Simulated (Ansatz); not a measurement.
**N: stress in a strained cell**

N is deformed so: zz strain of +1 %. What stress and forces result, by LAPW, PAW and all-electron datasets made for the crystal?

Program: Ansatz 0.2.0. Level of theory: DFT PBEsol, scalar-relativistic. These are calculated values, not measurements.

## (1) The structure to begin with

The structure is cubic, space group P2_13 (No. 198). Conventional cell: a = 5.649 Å, b = 5.649 Å, c = 5.649 Å, α = 90.00°, β = 90.00°, γ = 90.00°. Around N (site symmetry 3) lie 12 N at 3.78 to 4.25 Å.

As a file:

```cif
data_structure
_symmetry_space_group_name_H-M 'P2_13'
_symmetry_Int_Tables_number 198
_cell_length_a 5.6490
_cell_length_b 5.6490
_cell_length_c 5.6490
_cell_angle_alpha 90.000
_cell_angle_beta 90.000
_cell_angle_gamma 90.000
_cell_volume 180.27
loop_
_atom_site_label
_atom_site_type_symbol
_atom_site_symmetry_multiplicity
_atom_site_Wyckoff_symbol
_atom_site_fract_x
_atom_site_fract_y
_atom_site_fract_z
_atom_site_occupancy
N1 N 4 a 0.03000 0.03000 0.03000 1
```

The file gives the conventional cell by its symmetry; the runs use the cell typed in the input.

Atoms are numbered in the order of the input: N1, N2, N3, N4.

## (2) After the deformation

Space group P2_13 before, P2_12_12_1 after.

## (3) Full-potential LAPW

File input.yaml:

```yaml
crystal:
  lattice:
    - [5.649, 0.0, 0.0]
    - [0.0, 5.649, 0.0]
    - [0.0, 0.0, 5.70549]
  atoms:
    - { symbol: "N", position: [0.03, 0.03, 0.03] }
    - { symbol: "N", position: [0.47, 0.97, 0.53] }
    - { symbol: "N", position: [0.53, 0.47, 0.97] }
    - { symbol: "N", position: [0.97, 0.53, 0.47] }
kpoints:
  mp_grid: { grid: [4, 4, 4] }
  band_path:
    path:
      - [0.0, 0.0, 0.0]
      - [0.5, 0.0, 0.0]
      - [0.5, 0.5, 0.0]
      - [0.0, 0.5, 0.0]
      - [0.0, 0.0, 0.0]
      - [0.0, 0.0, 0.5]
      - [0.5, 0.0, 0.5]
      - [0.5, 0.5, 0.5]
      - [0.0, 0.5, 0.5]
    npoints: 5
scf:
  occupations: { method: fermi_dirac, width: 0.02 }
hamiltonian:
  xc: pbesol
  pseudopotentials: { kind: all_electron, lapw: { basis_error: 0.001 } }
output:
  forces: true
  stress: true
  eigenvalues: true
```

The run is started by

```sh
$ ansatz run input.yaml --threads 1 --pin off --max-ram 4096MiB --backend cpu --events-out ev --progress --plain --runs-dir out
```

## (4) PAW on the default files

File input.yaml:

```yaml
crystal:
  lattice:
    - [5.649, 0.0, 0.0]
    - [0.0, 5.649, 0.0]
    - [0.0, 0.0, 5.70549]
  atoms:
    - { symbol: "N", position: [0.03, 0.03, 0.03] }
    - { symbol: "N", position: [0.47, 0.97, 0.53] }
    - { symbol: "N", position: [0.53, 0.47, 0.97] }
    - { symbol: "N", position: [0.97, 0.53, 0.47] }
kpoints:
  mp_grid: { grid: [4, 4, 4] }
scf:
  occupations: { method: fermi_dirac, width: 0.02 }
hamiltonian:
  xc: pbesol
  pseudopotentials: { kind: paw }
output:
  forces: true
  stress: true
  eigenvalues: true
  efg: { contact_densities: true }
```

## (5) Datasets made for this crystal

Changes to input.yaml since step 4:

```diff
@@ -16,3 +16,3 @@
   xc: pbesol
-  pseudopotentials: { kind: paw }
+  pseudopotentials: { kind: all_electron, datasets: crystal }
 output:
```

(Steps that only read results are left out.)

**Question.** What will these runs give? Wanted: pressure; largest shear or deviatoric stress.

As calculated:

| quantity | value |
| --- | --- |
| pressure | LAPW -4.00, PAW -4.02, crystal datasets -4.00 GPa |
| largest shear or deviatoric stress (LAPW) | 0.06 GPa |

In words: The largest part of the stress beyond the pressure is 0.06 GPa in size, in the zz component; the atoms are carried along and not relaxed. No run of the undeformed cell stands beside it, so pressure and stress hold what the given cell had before the change, as far as its symmetry allows. PAW: stress within 0.02 GPa of LAPW, forces within 1 meV/Å. Crystal datasets: stress within 0.01 GPa of LAPW, forces within 1 meV/Å.
